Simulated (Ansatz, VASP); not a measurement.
**TaN in VASP and in Ansatz**

```
Ta N
1.0
     2.93800    0.00000    0.00000
    -1.46900    2.54438    0.00000
     0.00000    0.00000    2.88300
Ta N
1 1
Cartesian
  0.0000 1.4418 1.2253
  0.0000 0.2544 0.2162
```

Change from the starting cell: shortest bond scaled by 0.7, LAPW.

Alike in both runs: task single point; functional PBE; k mesh 9 × 9 × 8; occupations fermi-dirac, width 0.03 eV; no spin polarisation.

|  | VASP | Ansatz |
| --- | --- | --- |
| version | VASP 6.6.1 | Ansatz 0.2.0 |
| potentials or method | VASP PAW PBE potentials, release 64 (Ta_pv, N), cutoff 520 eV | all-electron LAPW, scalar-relativistic |

VASP gave:

```
pressure (GPa)                                  : 116.0
largest component of the traceless stress (GPa) : 129.91
rms of the force components (eV/Å)              : 13.354
```

Question: Which values does Ansatz return?

Answer: Pressure (GPa): 108.6; largest component of the traceless stress (GPa): 120.86; rms of the force components (eV/Å): 12.382.

Atom by atom the forces differ by 0.972 eV/Å (rms over components). Ansatz ran all-electron here, so the differences hold the error of VASP's frozen core and of both bases.

Caveats: the cell as given lies far from equilibrium; so large a pressure means that the cell lies far from this level's equilibrium, or that cutoff or potentials fall short (VASP); forces of over 1 eV/Å show positions far from the minimum, so gaps and moduli don't describe the material at rest. The runs have no spin-orbit coupling, so splittings on Ta are missing.
